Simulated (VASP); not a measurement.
Crystal: Ge.

```
Ge
1.0
     4.14371    0.00000    0.00000
    -2.07186    3.58856    0.00000
     0.00000    0.00000    4.70118
Ge
3
Direct
  0.22540 0.00000 0.33333
  0.00000 0.22540 0.66667
  0.77460 0.77460 0.00000
```

The cell was built by a generator and needn't be a form met in nature.

- Program: VASP 6.6.1
- Task: relaxation of cell and atoms
- Functional: PBEsol
- Potentials or basis: VASP PAW PBE potentials, release 64 (Ge_d)
- Cutoff: 600 eV
- k mesh: 6 × 6 × 4
- Occupations: gaussian, width 0.1 eV
- Spin: no spin polarisation

At the start: pressure 5.6 GPa; volume 23.30 Å³/atom.

Task: Where does the relaxation end?

Result: Over 24 steps the energy falls by 626.8 meV/atom and the volume is 18.86 Å³/atom (-19.1 %); space group Pm-3m (No. 221, to 0.05 Å).

The path:
```csv
step,energy change (eV),largest force (eV/Å),pressure (GPa),volume (Å³)
1,0.0000,3.6142,5.58,69.91
2,-0.7622,0.3733,-8.37,78.44
3,-0.7896,0.7433,-6.84,76.79
4,-1.3338,0.6955,-5.77,67.97
5,-1.7554,0.3561,4.13,54.47
6,-1.7658,0.4526,1.69,56.40
7,-1.7664,0.4225,2.41,55.79
8,-1.8077,0.0631,0.56,56.50
9,-1.8099,0.0114,0.10,56.73
10,-1.8100,0.0060,0.02,56.78
11,-1.8101,0.0027,-0.07,56.83
12,-1.8122,0.0051,0.07,56.75
13,-1.8231,0.0152,0.49,56.50
14,-1.8658,0.0028,0.84,55.93
15,-1.8172,0.0839,3.58,54.50
16,-1.8727,0.0329,1.77,55.36
17,-1.8738,0.0149,1.31,55.67
18,-1.8757,0.0243,1.46,55.52
19,-1.8765,0.0263,1.40,55.60
20,-1.8766,0.0279,1.28,55.66
21,-1.8775,0.0267,1.09,55.77
22,-1.8794,0.0239,0.60,56.10
23,-1.8800,0.0191,-0.33,56.77
24,-1.8803,0.0210,-0.12,56.57
```

Final structure:
```
CELL_PARAMETERS angstrom
3.75366 0.00000 0.00000
-1.87683 3.25077 0.00000
0.00000 0.00000 4.63567
ATOMIC_POSITIONS crystal
Ge 0.33479 0.00000 0.33333
Ge 0.00000 0.33479 0.66667
Ge 0.66521 0.66521 0.00000
```

Caveat: the volume moved by over 15 % at a fixed basis, so the end points are rough; the PAW data sets were made with another functional, which shifts forces and pressure a little.
